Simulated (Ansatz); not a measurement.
MoSi2: strain energy, fitted

MoSi2, I4/mmm, a = 3.190 Å, c = 7.821 Å. Ansatz: PBEsol, PAW, 420 eV, Γ-centred 12×12×6 mesh on 6 atoms, Gaussian smearing 0.10 eV; no spin polarisation. Series: biaxial strain in the a-b plane, c and atoms relaxed; x is the strain in per cent. y is the free energy over the unstrained cell, V0 = 13.266 Å³/atom.

```
x (%) y (meV/atom)
 -4.5             ?
 -3.0         40.10
 -1.5          9.86
  0.0          0.00
  1.5          8.89
  3.0         34.65
  4.5         75.38
```

Task: Fit y = c2 x² + c3 x³ to the other rows, turn c2 into a modulus, and predict the missing energy.

Result: Least squares on the rows shown. y = 4.1605 x² − 0.097980 x³. In eV per unit strain² c2 is 41.60; M is the biaxial modulus (E = M V0 ε²): 41.60 × 160.2 / (13.266) = 502 GPa. At x = -4.5 the fit asked for gives 93.18 meV/atom. The run gave 92.40 meV/atom, so the fit is 0.78 meV/atom too high, 0.84 % of the span of the series, against an rms of 0.12 meV/atom on the fitted rows. The row lies outside the fitted range. With a term in x⁴ added, a fit to the same known rows predicts 93.80 meV/atom, further off still.